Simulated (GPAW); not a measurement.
# GaN (P6_3mc) in GPAW: further runs

One crystal, GaN, is run at these levels: PBE; tasks: band structure.

Program: GPAW 26.7.0. These are calculated values, not measurements. Logs are shortened: lines on timing, memory, paths and dates and some standing lists are left out, and cuts for length are marked. The log counts tension as positive stress, the text compression.

**What was measured.**

“Studying electronic properties in GaN without electrical contacts using γ-γ vs e−-γ Perturbed Angular Correlations”, 2019, pmc:6823545 quotes, for a bulk crystal of GaN: band gap 3.503 ± 0.005 eV (direct).

The results are compared with them further down.

## (1) The crystal as given

It takes space group P6_3mc (No. 186, hexagonal). The conventional cell has a = 3.180 Å, b = 3.180 Å, c = 5.166 Å, α = 90.00°, β = 90.00°, γ = 120.00°. Ga (site symmetry 3m) is surrounded by 4 N at 1.94 to 1.95 Å. N (site symmetry 3m) is surrounded by 4 Ga at 1.94 to 1.95 Å.

## (2) Band structure, PBE

run.py

```python
from ase.dft.bandgap import bandgap
from ase.io import read, write
from ase.units import Bohr, GPa
from gpaw import GPAW, PW
from gpaw.elf import elf_from_dft_calculation

atoms = read('POSCAR')

calc = GPAW(mode=PW(800),
            xc='PBE',
            kpts={'size': (10, 10, 5), 'gamma': True},
            occupations={'name': 'fermi-dirac', 'width': 0.05},
            nbands=18,
            convergence={'density': 1e-05, 'energy': 1e-05},
            maxiter=150,
            txt='gpaw.txt')
atoms.calc = calc
energy = atoms.get_potential_energy()
forces = atoms.get_forces()
stress = atoms.get_stress()
calc.write('gs.gpw')
write('result.traj', atoms)
print(f'Energy: {energy:.6f} eV')
print('Forces (eV/A):')
print(forces.round(4))
print('Stress (GPa):', (stress / GPa).round(3))
print('Fermi level:', round(calc.get_fermi_level(), 4), 'eV')
print(f'Gap: {bandgap(calc)[0]:.4f} eV, direct: {bandgap(calc, direct=True)[0]:.4f} eV')

# fields on the real-space grid
write('density.cube', atoms, data=calc.get_pseudo_density() * Bohr**3)
write('potential.cube', atoms, data=calc.get_electrostatic_potential())
write('elf.cube', atoms, data=elf_from_dft_calculation(calc).data)

path = atoms.cell.bandpath('GMKGALHA,LM,KH', npoints=60, eps=1e-4)
bs_calc = calc.fixed_density(kpts=path, symmetry='off', nbands=29,
                             convergence={'bands': 'CBM+6.0', 'eigenstates': 1e-6}, txt='bands.txt')
bs = bs_calc.band_structure()
bs.write('bs.json')
print(f'Gap on the path: {bandgap(bs_calc)[0]:.4f} eV')
```

POSCAR

```
GaN
1.0
    3.1800000000      0.0000000000      0.0000000000
   -1.5900000000      2.7539607840      0.0000000000
    0.0000000000      0.0000000000      5.1660000000
Ga N
2 2
Direct
    0.6666666667      0.3333333333      0.5000000000
    0.3333333333      0.6666666667      0.0000000000
    0.6666666667      0.3333333333      0.8750000000
    0.3333333333      0.6666666667      0.3750000000
```

Potentials or basis: GPAW PAW data sets (gpaw-data 1.2.1), pw.

On the command line:

```console
$ OMP_NUM_THREADS=1 python run.py
```

gpaw.txt:

```text
__  _  _
 | _ |_)|_||  |
 |__||  | ||/\| - 26.7.0

Input parameters:
  mode=PW(ecut=800.0),
  convergence={'density': 1e-05, 'energy': 1e-05},
  kpts=MonkhorstPack(size=(10, 10, 5), gamma=True),
  maxiter=150,
  nbands=18,
  occupations=Occupations(name='fermi-dirac', width=0.05),
  xc=XC(name='PBE')

Diagonalizing LCAO Hamiltonian
Converting LCAO to pw mode

           N

           Ga
        N

        Ga

Atoms  # Å, Bohr magnetons
|   | symbol |         x |        y |        z |    initial magnetic moments |
|---|--------|-----------|----------|----------|-----------------------------|
| 0 |     Ga |  1.590000 | 0.917987 | 2.583000 | ( 0.0000,  0.0000,  0.0000) |
| 1 |     Ga | -0.000000 | 1.835974 | 0.000000 | ( 0.0000,  0.0000,  0.0000) |
| 2 |      N |  1.590000 | 0.917987 | 4.520250 | ( 0.0000,  0.0000,  0.0000) |
| 3 |      N | -0.000000 | 1.835974 | 1.937250 | ( 0.0000,  0.0000,  0.0000) |

Unit cell  # Å
| periodic |         x |        y |        z |  lengths |     angles |
|----------|-----------|----------|----------|----------|------------|
|      yes |  3.180000 | 0.000000 | 0.000000 | 3.180000 |  90.000000 |
|      yes | -1.590000 | 2.753961 | 0.000000 | 3.180000 |  90.000000 |
|      yes |  0.000000 | 0.000000 | 5.166000 | 5.166000 | 120.000000 |

Number of symmetries: 6
Symmetry operations  # r_c * U_cc + t_c -> r_c
|   | kind |            matrix            |
|---|------|------------------------------|
| 0 |  σ   |  1, 1, 0,  0,-1, 0,  0, 0, 1 |
| 1 |  E   |  1, 0, 0,  0, 1, 0,  0, 0, 1 |
| 2 |  C3  |  0, 1, 0, -1,-1, 0,  0, 0, 1 |
| 3 |  σ   |  0,-1, 0, -1, 0, 0,  0, 0, 1 |
| 4 |  σ   | -1, 0, 0,  1, 1, 0,  0, 0, 1 |
| 5 |  C3  | -1,-1, 0,  1, 0, 0,  0, 0, 1 |

BZ-sampling:
  Number of BZ points: 500
  Number of IBZ points: 58

  Monkhorst-Pack size: [10, 10, 5]
  Monkhorst-Pack shift: [0.05, 0.05, 0.0]

K-points  # in reciprocal-cell coordinates
|     |                                coordinates |     weight |
|-----|--------------------------------------------|------------|
|   0 | (  0.00000000,   0.00000000,   0.00000000) | 0.00200000 |
|   1 | (  0.00000000,   0.00000000,   0.20000000) | 0.00400000 |
|   2 | (  0.00000000,   0.00000000,   0.40000000) | 0.00400000 |
|   3 | (  0.10000000,   0.00000000,  -0.40000000) | 0.01200000 |
|   4 | (  0.10000000,   0.00000000,  -0.20000000) | 0.01200000 |
|   5 | (  0.10000000,   0.00000000,   0.00000000) | 0.01200000 |
|   6 | (  0.10000000,   0.00000000,   0.20000000) | 0.01200000 |
|   7 | (  0.10000000,   0.00000000,   0.40000000) | 0.01200000 |
|   8 | (  0.20000000,  -0.10000000,   0.00000000) | 0.01200000 |
|   9 | (  0.20000000,  -0.10000000,   0.20000000) | 0.02400000 |
| ... |                                            |            |
|  57 | (  0.50000000,   0.50000000,   0.40000000) | 0.01200000 |

Plane wave coefficients: 2352
Cutoff: 800.0 eV

Spin-components: 1 (collinear spins)
Bands:           18
Projectors:      20
Spin-degeneracy: 2
Datatype:        complex128

Parallelization:
  kpt:    1
  domain: 1
  band:   1

Density:
  Valence electrons: 16.0
  Components: 1
  Grid points: [21 21 35]
  Charge: 0.0  # |e|

Potential:
  Grid points: [21 21 35]

species:
  Ga:
    name:    Gallium
    Z:       31.0
    valence: 3
    core:    28
    charge:  0.0  # [|e|]
    compensation charges:
      type: gauss
      rc: 0.37  # [Å]
      lmax: 2
    cutoffs:
      filter: 2.06  # [Å]
      core: 4.17  # [Å]
    projectors
    | kind |    occ | energy [eV] | rcut [Å] |
    |------|--------|-------------|----------|
    |   4s |  2.000 |      -8.945 |    1.164 |
    |   4p |  1.000 |      -2.580 |    1.164 |
    |    s |        |      18.266 |    1.164 |
    |    p |        |      24.631 |    1.164 |
    |    d |        |       0.000 |    1.164 |

    Using partial waves for Ga as LCAO basis

  N:
    name:    Nitrogen
    Z:       7.0
    valence: 5
    core:    2
    charge:  0.0  # [|e|]
    compensation charges:
      type: gauss
      rc: 0.18  # [Å]
      lmax: 2
    cutoffs:
      filter: 1.11  # [Å]
      core: 0.96  # [Å]
    projectors
    | kind |    occ | energy [eV] | rcut [Å] |
    |------|--------|-------------|----------|
    |   2s |  2.000 |     -18.583 |    0.603 |
    |   2p |  3.000 |      -7.089 |    0.529 |
    |    s |        |       8.629 |    0.603 |
    |    p |        |      20.123 |    0.529 |
    |    d |        |       0.000 |    0.577 |

    Using partial waves for N as LCAO basis

Reference energy: -108732.786066  # eV

eigensolver:
  PPCG
  Converge bands: occupied
  niter=2

density mixing:
  MSR1-Mixer
  Pratt-step length: 0.05
  Maximum mixing coefficient: 0.75
  Old densities: 10
  SVD Regularization: 0.005
  Good broyden scale: 1.0
  Trust region scale: 1.0
  Backstep threshold: 4.0
  History deletion threshold: 6.0
  Fourier metric: weight=20.0, sigma=0.015

occupation numbers:
  Fermi-Dirac:
    width: 0.0500  # eV

poisson solver:
  ecut: 6400.0  # eV

xc functional:
  name: PBE with 2 nearest neighbor stencil

convergence criteria:
- Maximum integral of absolute [dens]ity change: 1e-05 electrons / valence electron
- Maximum [total energy] change in last 3 cyles: 1e-05 eV / valence electron
- Maximum integral of absolute [eigenst]ate change: 4e-08 eV^2 / valence electron
maximum number of iterations: 150

SCF iterations
|iter     | |      energy | eigst |  dens |
|---------|-|-------------|-------|-------|
|iter:   1| |  -27.818423 | -0.16 |       |
|iter:   2| |  -26.828824 | -1.84 | -0.56 |
|iter:   3| |  -24.143345 | -0.52 | -0.62 |
|iter:   4| |  -24.142456 | -2.89 | -1.29 |
|iter:   5| |  -24.144211 | -3.46 | -1.56 |
|iter:   6| |  -24.144232 | -5.45 | -2.88 |
|iter:   7| |  -24.144251c| -6.17 | -3.20 |
|iter:   8| |  -24.144251c| -7.33 | -4.12 |
|iter:   9| |  -24.144251c| -7.59c| -4.45 |
|iter:  10| |  -24.144251c| -8.09c| -4.96 |
|iter:  11| |  -24.144251c| -9.28c| -5.82c|

Converged in 11 steps
Energy contributions relative to reference atoms: (reference = -108732.786066)

Energy contributions:
  Kinetic:          71.709286
  Coulomb:         -62.867383
  Zero:              0.306042
  External:          0.000000
  Xc:              -33.292195
  Entropy:          -0.000000
  Spinorbit:         0.000000
  ----------------------------
  Free energy:     -24.144251
  Extrapolated:    -24.144251

dipole moment: (-0.000025, -0.000039, -11.607278)  # |e|*Ang

Fermi level: 7.513
Eigenvalues  # (at kpt = [0.000, 0.000, 0.000])
| band index |      eig [eV] | occ [0-2] |
|------------|---------------|-----------|
|          0 |        -9.434 |     2.000 |
|          1 |        -7.047 |     2.000 |
|          2 |        -0.533 |     2.000 |
|          3 |         5.504 |     2.000 |
|          4 |         5.504 |     2.000 |
|          5 |         6.499 |     2.000 |
[... 8 lines left out ...]
|         14 |        18.412 |     0.000 |
|         15 |        18.412 |     0.000 |
|        ... |               |           |
|         17 |        21.832 |     0.000 |

Gap: 2.085 eV
Transition (v -> c):
  (s=0, k=0, n=7, [0.00, 0.00, 0.00]) -> (s=0, k=0, n=8, [0.00, 0.00, 0.00])
No difference between direct/indirect transitions

Forces  # eV/Ang
|        x |        y |        z |
|----------|----------|----------|
| -0.00000 |  0.00000 | -0.18140 |  # Ga   0
|  0.00000 |  0.00000 | -0.18137 |  # Ga   1
|  0.00000 | -0.00000 |  0.18133 |  # N    2
| -0.00000 |  0.00000 |  0.18043 |  # N    3

Stress tensor  # eV/Ang^3
|         x |         y |         z |
|-----------|-----------|-----------|
| -0.090705 |  0.000000 | -0.000000 |
| -0.000000 | -0.090705 |  0.000000 |
| -0.000000 |  0.000000 | -0.104699 |

# Writing to gs.gpw (mode='')
```

Run time: 63 s. Hardware: 1 thread of Arm Neoverse V2, shared host; peak memory 0.34 GiB.

What came out:

```
Free energy             : -24.1443 eV
Pressure                : 15.3 GPa
Largest force           : 0.181 eV/Å
Band gap on the k mesh  : 2.09 eV, direct
Band gap along the path : 2.09 eV, direct
```

Forces on the atoms (eV/Å):
```
Ga   0.000  0.000 -0.181
Ga   0.000  0.000 -0.181
N    0.000  0.000  0.181
N    0.000  0.000  0.180
```

Levels at the corners of the path, in eV from the valence-band top:
| point | band 4 | band 5 | band 6 | band 7 | band 8 | band 9 | band 10 | band 11 | band 12 |
| --- | --- | --- | --- | --- | --- | --- | --- | --- | --- |
| Γ | -1.05 | -1.05 | -0.06 | 0.00 | 0.00 | 2.09 | 4.41 | 9.36 | 10.01 |
| M | -5.29 | -4.25 | -2.73 | -2.28 | -0.97 | 5.16 | 5.72 | 6.17 | 8.79 |
| K | -5.30 | -5.30 | -3.04 | -3.04 | -2.74 | 5.19 | 8.01 | 8.01 | 8.51 |
| Γ | -1.05 | -1.05 | -0.06 | 0.00 | 0.00 | 2.09 | 4.41 | 9.36 | 10.01 |
| A | -3.97 | -0.54 | -0.54 | -0.54 | -0.54 | 4.41 | 4.41 | 8.65 | 8.65 |
| L | -6.65 | -1.94 | -1.94 | -1.92 | -1.92 | 4.51 | 4.51 | 7.94 | 7.94 |
| H | -6.18 | -4.24 | -4.24 | -1.47 | -1.47 | 6.60 | 6.60 | 7.41 | 7.41 |
| A | -3.97 | -0.54 | -0.54 | -0.54 | -0.54 | 4.41 | 4.41 | 8.65 | 8.65 |
| L | -6.65 | -1.94 | -1.94 | -1.92 | -1.92 | 4.51 | 4.51 | 7.94 | 7.94 |
| M | -5.29 | -4.25 | -2.73 | -2.28 | -0.97 | 5.16 | 5.72 | 6.17 | 8.79 |
| K | -5.30 | -5.30 | -3.04 | -3.04 | -2.74 | 5.19 | 8.01 | 8.01 | 8.51 |
| H | -6.18 | -4.24 | -4.24 | -1.47 | -1.47 | 6.60 | 6.60 | 7.41 | 7.41 |

Caveat: so large a pressure means that the cell lies far from this level's equilibrium, or that cutoff or potentials fall short.

(Continued in part 2 of 2.)
